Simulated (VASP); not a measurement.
# BeS (P6_3/mmc) in VASP: a series of runs

One crystal, BeS, is run at these levels: PBE; tasks: single point, relaxation of cell and atoms.

All numbers are computed with VASP 6.6.1; they aren't measurements. Logs are shortened: lines on timing, memory, paths and dates and some standing lists are left out, and cuts for length are marked.

### 1 The cell of the first run

The structure is hexagonal, space group P6_3/mmc (No. 194). The conventional cell has a = 3.301 Å, b = 3.301 Å, c = 5.247 Å, α = 90.00°, β = 90.00°, γ = 120.00°. Be (site symmetry -3m) is surrounded by 6 S at 2.31 Å and 2 Be at 2.62 Å. S (site symmetry -6m2) has 6 Be at 2.31 Å as nearest neighbours.

The cell was built by a generator and needn't be a form met in nature.

### 2 Single point, PBE (species swapped into the NiSe type (P6_3/mmc, No. 194))

File INCAR:

```
PREC = Accurate ; ENCUT = 520
EDIFF = 1E-7 ; ISMEAR = 0
SIGMA = 0.02 ; LREAL = False
LASPH = True ; NELM = 100
ALGO = Fast ; ISIF = 2
LWAVE = False ; LCHARG = False
GGA = PE ; NBANDS = 16
```

File KPOINTS:

```
Automatic mesh
0
Gamma
  9 9 6
```

File POSCAR:

```
BeS
1.0
    3.3008770149      0.0000000028      0.0000000000
   -1.6504385099      2.8586433483      0.0000000000
    0.0000000000      0.0000000000      5.2472435141
Be S
2 2
Direct
    0.0000000000      0.0000000000      0.0000000000
    0.0000000000      0.0000000000      0.5000000000
    0.3333333333      0.6666666667      0.2500000000
    0.6666666667      0.3333333333      0.7500000000
```

Potentials or basis: VASP PAW PBE potentials, release 64 (Be, S).

Run with:

```
> cat potpaw_PBE.64/Be/POTCAR potpaw_PBE.64/S/POTCAR > POTCAR
> mpirun -np 1 vasp_std > vasp.out
```

OUTCAR:

```text
PREC = Accurate
   ENCUT = 520
   EDIFF = 1E-7
   ISMEAR = 0
   LREAL = False
   LASPH = True
   NELM = 100
   ISIF = 2
   GGA = PE

 ion  position               nearest neighbor table
   1  0.000  0.000  0.000-   3 2.31   4 2.31   4 2.31   3 2.31   4 2.31   3 2.31
   2  0.000  0.000  0.500-   3 2.31   4 2.31   4 2.31   3 2.31   4 2.31   3 2.31
   3  0.333  0.667  0.250-   1 2.31   2 2.31   1 2.31   2 2.31   1 2.31   2 2.31
   4  0.667  0.333  0.750-   1 2.31   2 2.31   1 2.31   2 2.31   1 2.31   2 2.31

  LATTYP: Found a hexagonal cell.
 ALAT       =     3.3008770149
 C/A-ratio  =     1.5896513231

  Lattice vectors:

 A1 = (   3.3008770149,   0.0000000028,   0.0000000000)
 A2 = (  -1.6504385099,   2.8586433483,   0.0000000000)
 A3 = (   0.0000000000,   0.0000000000,   5.2472435141)

Analysis of symmetry for initial positions (statically):
=====================================================================
 Subroutine PRICEL returns:
 Original cell was already a primitive cell.

 Routine SETGRP: Setting up the symmetry group for a
 hexagonal supercell.

 Subroutine GETGRP returns: Found 24 space group operations
 (whereof 12 operations were pure point group operations)
 out of a pool of 24 trial point group operations.

The static configuration has the point symmetry D_3d.
 The point group associated with its full space group is D_6h.

Analysis of symmetry for dynamics (positions and initial velocities):
=====================================================================
 Subroutine PRICEL returns:
 Original cell was already a primitive cell.

 Routine SETGRP: Setting up the symmetry group for a
 hexagonal supercell.

 Subroutine GETGRP returns: Found 24 space group operations
 (whereof 12 operations were pure point group operations)
 out of a pool of 24 trial point group operations.

The dynamic configuration has the point symmetry D_3d.
 The point group associated with its full space group is D_6h.

 Subroutine INISYM returns: Found 24 space group operations
 (whereof 12 operations are pure point group operations),
 and found     1 'primitive' translations

----------------------------------------------------------------------------------------

                                     Primitive cell

  volume of cell :      49.5131

  direct lattice vectors                    reciprocal lattice vectors
     3.300877015  0.000000003  0.000000000     0.302949790  0.174908143  0.000000000
    -1.650438510  2.858643348  0.000000000    -0.000000000  0.349816286  0.000000000
     0.000000000  0.000000000  5.247243514     0.000000000  0.000000000  0.190576252

  length of vectors
     3.300877015  3.300877015  5.247243514     0.349816286  0.349816286  0.190576252

  position of ions in fractional coordinates (direct lattice)
     0.000000000  0.000000000  0.000000000
     0.000000000  0.000000000  0.500000000
     0.333333333  0.666666667  0.250000000
     0.666666667  0.333333333  0.750000000

  ion indices of the primitive-cell ions
   primitive index   ion index
                 1           1
                 2           2
                 3           3
                 4           4

----------------------------------------------------------------------------------------

 KPOINTS: Automatic mesh

Automatic generation of k-mesh.
 Grid dimensions read from file:
 generate k-points for:    9    9    6

 Generating k-lattice:

  Cartesian coordinates                     Fractional coordinates (reciprocal lattice)
     0.033661088  0.019434238  0.000000000     0.111111111 -0.000000000  0.000000000
    -0.000000000  0.038868476  0.000000000    -0.000000000  0.111111111  0.000000000
     0.000000000  0.000000000  0.031762709     0.000000000  0.000000000  0.166666667

  Length of vectors
     0.038868476  0.038868476  0.031762709

  Shift w.r.t. Gamma in fractional coordinates (k-lattice)
     0.000000000  0.000000000  0.000000000

 Subroutine IBZKPT returns following result:
 ===========================================

 Found     48 irreducible k-points:

 Following reciprocal coordinates:
            Coordinates               Weight
  0.000000  0.000000  0.000000      1.000000
  0.111111  0.000000  0.000000      6.000000
  0.222222  0.000000  0.000000      6.000000
  0.333333  0.000000  0.000000      6.000000
  0.444444  0.000000  0.000000      6.000000
  0.111111  0.111111  0.000000      6.000000
[... 16 lines left out ...]
  0.333333  0.222222  0.166667     24.000000
  0.333333  0.333333  0.166667      4.000000
 [... further k-points ...]
   k-points           NKPTS =     48   k-points in BZ     NKDIM =     48   number of bands    NBANDS=     16
   number of dos      NEDOS =    301   number of ions     NIONS =      4
   total plane-waves  NPLWV =  31360
   dimension x,y,z NGX =    28 NGY =   28 NGZ =   40
   dimension x,y,z NGXF=    56 NGYF=   56 NGZF=   80
   ions per type =               2   2
   NGX,Y,Z   is equivalent  to a cutoff of  14.10, 14.10, 12.67 a.u.
   NGXF,Y,Z  is equivalent  to a cutoff of  28.20, 28.20, 25.35 a.u.
 SYSTEM =  unknown system
   PREC   = accura    normal or accurate (medium, high low for compatibility)
   ISTART =      0    job   : 0-new  1-cont  2-samecut
   ICHARG =      2    charge: 1-file 2-atom 10-const
   ISPIN  =      1    spin polarized calculation?
   LNONCOLLINEAR =      F non collinear calculations
   LSORBIT =      F    spin-orbit coupling
   LASPH  =      T    aspherical Exc in radial PAW
   ENCUT  =  520.0 eV  38.22 Ry    6.18 a.u.   6.14  6.14  9.76*2*pi/ulx,y,z
   NELM   =    100;   NELMIN=  2; NELMDL= -5     # of ELM steps
   EDIFF  = 0.1E-06   stopping-criterion for ELM
   LREAL  =      F    real-space projection
   EDIFFG = 0.1E-05   stopping-criterion for IOM
   NSW    =      0    number of steps for IOM
   IBRION =     -1    ionic relax: 0-MD 1-quasi-New 2-CG
   NFREE  =      0    steps in history (QN), initial steepest desc. (CG)
   ISIF   =      2    stress and relaxation
   ISYM   =      2    0-nonsym 1-usesym 2-fastsym
   POTIM  = 0.5000    time-step for ionic-motion
   TEBEG  =    0.0;   TEEND  =   0.0 temperature during run
   PSTRESS=    0.0 pullay stress
   NELECT =      16.0000    total number of electrons
   NUPDOWN=      -1.0000    fix difference up-down
   EMIN   =  10.00;   EMAX   =-10.00  energy-range for DOS
   EFERMI =   0.00;   METHOD = LEGACY
   ISMEAR =     0;   SIGMA  =   0.02  broadening in eV -4-tet -1-fermi 0-gaus
   EFERMI_NEDOS =   21; number of points for ismear=-14 and -15
   IALGO  =     68    algorithm
   IMIX   =      4    mixing-type and parameters
     AMIX     =   0.40;   BMIX     =  1.00
     AMIX_MAG =   1.60;   BMIX_MAG =  1.00
  volume/ion in A,a.u.               =      12.38        83.53
  Fermi-wavevector in a.u.,A,eV,Ry     =   1.123418  2.122952 17.171472  1.262068
  Thomas-Fermi vector in A             =   2.260084
   LORBIT       =      0    0 simple, 1 ext, 2 COOP (PROOUT), +10 PAW based schemes
   GGA     = PE    functional components
   LHFCALC =     F    Hartree Fock is set to
   AEXX    =    0.0000 exact exchange contribution
   IVDW    =     0    specifies the selected vdW correction
   LEPSILON=     F    determine dielectric tensor
   LRPA    =     F    only Hartree local field effects (RPA)
 non-spin polarized calculation
 RMM-DIIS sequential band-by-band and
 Gauss-broadening in eV      SIGMA  =   0.02
  energy-cutoff  :      520.00
  volume of cell :       49.51
 maximum number of plane-waves:      1346
 NGX is ok and might be reduce to    28
   NGX = 13   NGY = 13   NGZ = 19

 number of electron      16.0000002 magnetization

 Free energy of the ion-electron system (eV)
  ---------------------------------------------------
  ext. energy  EPLUGINS =         0.00000000
  ---------------------------------------------------
  free energy    TOTEN  =       -17.96467779 eV

  energy without entropy =      -17.96467779  energy(sigma->0) =      -17.96467779

 E-fermi :   6.8777     XC(G=0): -10.6078

 val. band max:        6.7354753510   @ k =   0.0000   0.0000   0.0000
 cond. band min:       8.1885440887   @ k =   0.3333   0.3333   0.0000
 fundamental gap:      1.4530687376
 Fermi energy:         6.8777414378

 k-point     1 :       0.0000    0.0000    0.0000
  band No.  band energies     occupation
      1      -8.5007      2.00000
      2      -6.1292      2.00000
      3      -0.4858      2.00000
      4       5.9208      2.00000
      5       5.9208      2.00000
      6       5.9537      2.00000
[... 8 lines left out ...]
     15      15.2099      0.00000
     16      16.1657      0.00000

 k-point     2 :       0.1111    0.0000    0.0000
  band No.  band energies     occupation
      1      -8.3412      2.00000
      2      -6.0042      2.00000
      3      -0.3293      2.00000
      4       4.3949      2.00000
      5       5.1036      2.00000
      6       5.5500      2.00000
[... 8 lines left out ...]
     15      14.9488      0.00000
     16      15.7688      0.00000

 k-point     3 :       0.2222    0.0000    0.0000
  band No.  band energies     occupation
      1      -7.8784      2.00000
      2      -5.6755      2.00000
      3       0.1314      2.00000
      4       2.3811      2.00000
      5       3.9980      2.00000
      6       4.2707      2.00000
[... 8 lines left out ...]
     15      15.2689      0.00000
     16      15.5383      0.00000

 k-point     4 :       0.3333    0.0000    0.0000
  band No.  band energies     occupation
      1      -7.1765      2.00000
      2      -5.3246      2.00000
      3       0.7774      2.00000
      4       0.8534      2.00000
      5       2.3292      2.00000
      6       3.6442      2.00000
[... 8 lines left out ...]
     15      16.0612      0.00000
     16      17.0485      0.00000
[... 324 lines left out ...]
 k-point    22 :       0.2222    0.2222    0.1667
  band No.  band energies     occupation
      1      -6.6968      2.00000
      2      -5.3325      2.00000
      3       0.7407      2.00000
      4       0.9360      2.00000
      5       2.0654      2.00000
      6       3.1883      2.00000
[... 8 lines left out ...]
     15      15.3407      0.00000
     16      15.9353      0.00000

 k-point    23 :       0.3333    0.2222    0.1667
  band No.  band energies     occupation
      1      -6.0282      2.00000
      2      -5.3025      2.00000
      3       0.0976      2.00000
      4       0.9147      2.00000
      5       1.8214      2.00000
      6       2.7942      2.00000
[... 8 lines left out ...]
     15      16.0409      0.00000
     16      16.7742      0.00000

 k-point    24 :       0.3333    0.3333    0.1667
  band No.  band energies     occupation
      1      -5.5363      2.00000
      2      -5.5363      2.00000
      3      -0.0206      2.00000
      4       1.5904      2.00000
      5       1.5904      2.00000
      6       1.6374      2.00000
[... 8 lines left out ...]
     15      16.4030      0.00000
     16      16.4031      0.00000

 [... further k-points ...]

------------------------ aborting loop because EDIFF is reached ----------------------------------------

  FORCE on cell =-STRESS in cart. coord.  units (eV):
  Direction    XX          YY          ZZ          XY          YZ          ZX
  --------------------------------------------------------------------------------------
  -------------------------------------------------------------------------------------
  Total       -0.0312349     -0.0312349     -0.0324984      0.0000000      0.0000000      0.0000000
  in kB       -1.0107184     -1.0107184     -1.0516046      0.0000000      0.0000000      0.0000000
  external PRESSURE =      -1.0243471 kB  Pullay stress =       0.0000000 kB

 VOLUME and BASIS-vectors are now :
 -----------------------------------------------------------------------------
  energy-cutoff  :      520.00
  volume of cell :       49.51
      direct lattice vectors                 reciprocal lattice vectors
     3.300877015  0.000000003  0.000000000     0.302949790  0.174908143  0.000000000
    -1.650438510  2.858643348  0.000000000    -0.000000000  0.349816286  0.000000000
     0.000000000  0.000000000  5.247243514     0.000000000  0.000000000  0.190576252

 POSITION                                       TOTAL-FORCE (eV/Angst)
 -----------------------------------------------------------------------------------
      0.00000      0.00000      0.00000        -0.000000     -0.000000     -0.000000
      0.00000      0.00000      2.62362        -0.000000     -0.000000     -0.000000
     -0.00000      1.90576      1.31181        -0.000000      0.000000     -0.000000
      1.65044      0.95288      3.93543         0.000000     -0.000000      0.000000
 -----------------------------------------------------------------------------------
    total drift:                                0.000000     -0.000000     -0.000000

  FREE ENERGIE OF THE ION-ELECTRON SYSTEM (eV)
  ---------------------------------------------------
  free  energy   TOTEN  =       -17.9646777890 eV

  energy  without entropy=      -17.9646777890  energy(sigma->0) =      -17.96467779
```

Wall time 24 s (1 thread of Intel Xeon Platinum 8488C (Sapphire Rapids), shared host); peak memory 0.18 GiB.

What came out:

- Free energy: -17.9647 eV
- Pressure: -0.1 GPa
- Band gap on the k mesh: 1.45 eV, indirect (least direct gap 3.42 eV)

Caveat: an odd mesh through Γ misses points on the zone boundary, where band edges often lie.

### 3 Relaxation of cell and atoms, PBE (species swapped into the NiSe type (P6_3/mmc, No. 194))

File INCAR:

```
PREC = Accurate ; ENCUT = 600
EDIFF = 1E-7 ; ISMEAR = 0
SIGMA = 0.02 ; LREAL = False
LASPH = True ; NELM = 80
ALGO = Fast ; ISIF = 3
LWAVE = False ; LCHARG = False
GGA = PE ; IBRION = 2
NSW = 100 ; EDIFFG = -0.01
```

KPOINTS is that of step 2.

File POSCAR:

```
BeS
1.0
    3.4065789700      0.0000000000      0.0000000000
   -1.7032894900      2.9501839300      0.0000000000
    0.0000000000      0.0000000000      4.9835623500
Be S
2 2
Direct
    0.0000000000      0.0000000000      0.0000000000
    0.0000000000      0.0000000000      0.5000000000
    0.3333333300      0.6666666700      0.2500000000
    0.6666666700      0.3333333300      0.7500000000
```

Potentials or basis: VASP PAW PBE potentials, release 64 (Be, S).

Run with:

```
> cat potpaw_PBE.64/Be/POTCAR potpaw_PBE.64/S/POTCAR > POTCAR
> mpirun -np 1 vasp_std > vasp.out
```

Run time: 79 s. Hardware: 1 thread of Intel Xeon Platinum 8488C (Sapphire Rapids), shared host; peak memory 0.19 GiB.

Results (log left out):

```yaml
Free_energy: -17.9651 eV
Relaxed_volume: 12.37 Å³/atom
Relaxed_cell: a = 3.301 Å, b = 3.301 Å, c = 5.243 Å, α = 90.00°, β = 90.00°, γ = 120.00°
Space_group_after_relaxing_to_0.05_Å: P6_3/mmc (No. 194)
Energy_gained_by_relaxing: 33.4 meV/atom
Ionic_steps: 6
Pressure_after_relaxing: 0.0 GPa
Band_gap_on_the_k_mesh: 1.45 eV, indirect (least direct gap 3.41 eV)
```

Stress tensor (GPa, compression positive):
```
-0.08  0.00  0.00
 0.00 -0.08  0.00
 0.00  0.00  0.09
```

The path:
```tsv
step	energy change (eV)	largest force (eV/Å)	pressure (GPa)	volume (Å³)
1	0.0000	0.0000	-1.15	50.08
2	-0.1178	0.0000	0.22	49.39
3	-0.1322	0.0000	1.07	49.01
4	-0.1322	0.0000	1.01	49.03
5	-0.1336	0.0000	-0.32	49.63
6	-0.1337	0.0000	-0.02	49.49
```

Final structure:
```
Be S
1.0
     3.30138    0.00000    0.00000
    -1.65069    2.85908    0.00000
     0.00000    0.00000    5.24329
Be S
2 2
Direct
  0.00000 0.00000 0.00000
  0.00000 0.00000 0.50000
  0.33333 0.66667 0.25000
  0.66667 0.33333 0.75000
```

Levels at points of the mesh, in eV from the valence-band top:
```
           k point  band 5  band 6  band 7  band 8  band 9  band 10  band 11  band 12
(0.00, 0.00, 0.00)   -0.83   -0.80   -0.80    0.00    3.41     4.76     5.74     5.74
(0.00, 0.00, 0.50)   -0.73   -0.73   -0.73   -0.73    4.28     4.28     5.16     5.16
```

Caveat: an odd mesh through Γ misses points on the zone boundary, where band edges often lie.

### 4 Single point, PBE (species swapped into the NiSe type (P6_3/mmc, No. 194))

File INCAR:

```
  PREC = Accurate
  ENCUT = 520
  EDIFF = 1E-7
  ISMEAR = 0
  SIGMA = 0.1
  LREAL = F
  LASPH = T
  NELM = 100
  ALGO = Normal
  ISIF = 2
  LWAVE = F
  LCHARG = F
  GGA = PE
  NBANDS = 16
```

File KPOINTS:

```
Automatic mesh
0
Gamma
  6 6 4
```

POSCAR is that of step 3.

Run with:

```
> cat potpaw_PBE.64/Be/POTCAR potpaw_PBE.64/S/POTCAR > POTCAR
> mpirun -np 1 vasp_std > vasp.out
```

It took 10 s on 1 thread of Intel Xeon Platinum 8488C (Sapphire Rapids), shared host; peak memory 0.17 GiB.

The run converged. Its results:

* Free energy: -17.8244 eV
* Pressure: -1.2 GPa
* Band gap on the k mesh: 1.00 eV, indirect (least direct gap 1.77 eV)

Stress tensor (GPa, compression positive):
```
-6.00  0.00  0.00
 0.00 -6.00  0.00
 0.00  0.00  8.50
```

Levels at points of the mesh, in eV from the valence-band top:
```
           k point  band 5  band 6  band 7  band 8  band 9  band 10  band 11  band 12
(0.00, 0.00, 0.00)   -1.99   -1.99   -1.99    0.00    1.77     3.24     4.73     4.73
(0.50, 0.00, 0.00)   -5.39   -4.61   -3.18   -1.38    1.97     2.88     3.17     3.54
(0.00, 0.00, 0.50)   -1.87   -1.87   -1.87   -1.87    2.73     2.73     3.95     3.95
(0.50, 0.00, 0.50)   -3.45   -3.45   -2.68   -2.68    2.93     2.93     4.00     4.00
```

### 5 Summary

```tsv
task	cell	k mesh	cutoff (eV)	smearing	gap on the mesh (eV)	pressure (GPa)
single point	species swapped into the NiSe type (P6_3/mmc, No. 194)	9 × 9 × 6	520	gaussian 0.02 eV	1.45	-0.1
relaxation of cell and atoms	relaxed from: species swapped into the NiSe type (P6_3/mmc, No. 194)	9 × 9 × 6	600	gaussian 0.02 eV	1.45	0.0
single point	species swapped into the NiSe type (P6_3/mmc, No. 194)	6 × 6 × 4	520	gaussian 0.1 eV	1.00	-1.2
```

Alike in all rows: level PBE; potentials or basis VASP PAW PBE potentials, release 64 (Be, S); no spin polarisation.

Caveats: an odd mesh through Γ misses points on the zone boundary, where band edges often lie (some runs).

Total energies depend on the potentials used, so only differences within one code and one set of settings carry meaning.
